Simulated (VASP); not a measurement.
BAs: single point with revPBE

Crystal: BAs.

```
CELL_PARAMETERS angstrom
0.00000 2.41643 2.41643
2.41643 0.00000 2.41643
2.41643 2.41643 0.00000
ATOMIC_POSITIONS crystal
B 0.00000 0.00000 0.00000
As 0.25000 0.25000 0.25000
```

| Property | Result |
| --- | --- |
| Program | VASP 6.6.1 |
| Task | single point |
| Functional | revPBE |
| Potentials or basis | VASP PAW PBE potentials, release 64 (B, As) |
| Cutoff | 520 eV |
| k mesh | 10 × 10 × 10 |
| Occupations | gaussian, width 0.02 eV |
| Spin | no spin polarisation |
| Dipole correction | no |
| Further INCAR settings | ALGO = Fast; EDIFF = 1e-07; NBANDS = 11 |

```yaml
Pressure: 0.5 GPa
Band_gap_on_the_k_mesh: 1.23 eV, indirect (least direct gap 3.23 eV)
```

Levels at points of the mesh, in eV from the valence-band top:
```
           k point  band 2  band 3  band 4  band 5  band 6  band 7
(0.00, 0.00, 0.00)    0.00    0.00    0.00    3.23    3.23    3.23
(0.50, 0.00, 0.00)   -8.55   -1.77   -1.77    2.50    4.74    4.74
(0.50, 0.50, 0.00)   -8.37   -3.94   -3.94    1.48    1.51   11.08
```

Wall time 20 s on 1 thread of AMD EPYC 7R13 Processor (Zen 3), on a shared host, peak memory 0.13 GiB.

Caveat: the PAW data sets were made with another functional, which shifts forces and pressure a little. A k mesh can miss the band edges.
